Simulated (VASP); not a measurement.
Input of a VASP 6.6.1 run:

INCAR

```
SYSTEM = Sc
ALGO = Fast ; EDIFF = 1E-7
ENCUT = 520 ; GGA = PE
GGA_COMPAT = .FALSE. ; ISIF = 2
ISMEAR = 0 ; LASPH = .TRUE.
LCHARG = .TRUE. ; LMAXMIX = 4
LORBIT = 11 ; LORBMOM = .TRUE.
LREAL = .FALSE. ; LSORBIT = .TRUE.
LVHAR = .TRUE. ; LWAVE = .FALSE.
MAGMOM = 0 0 0 ; NBANDS = 22
NELM = 150 ; PREC = Accurate
SIGMA = 0.05
```

KPOINTS

```
k-points
0
G
  16 16 16
  0 0 0
```

Contents of POSCAR:

```
Sc
1.0
    0.0000000000      2.3092614144      2.3092614144
    2.3092614144      0.0000000000      2.3092614144
    2.3092614144      2.3092614144      0.0000000000
Sc
1
Direct
    0.0000000000      0.0000000000      0.0000000000
```

Potentials or basis: VASP PAW PBE potentials, release 64 (Sc_sv).

Run with:

```bash
$ cat potpaw_PBE.64/Sc_sv/POTCAR > POTCAR
$ mpirun -np 1 vasp_ncl > vasp.out
```

**Question.** Estimate the net moment.

**Answer.** 0.00 μB per cell.

**Question.** Predict the pressure.

**Answer.** 0.0 GPa.

Moments on the atoms (μB; x, y, z):
```
Sc  0.00 0.00 0.00
```
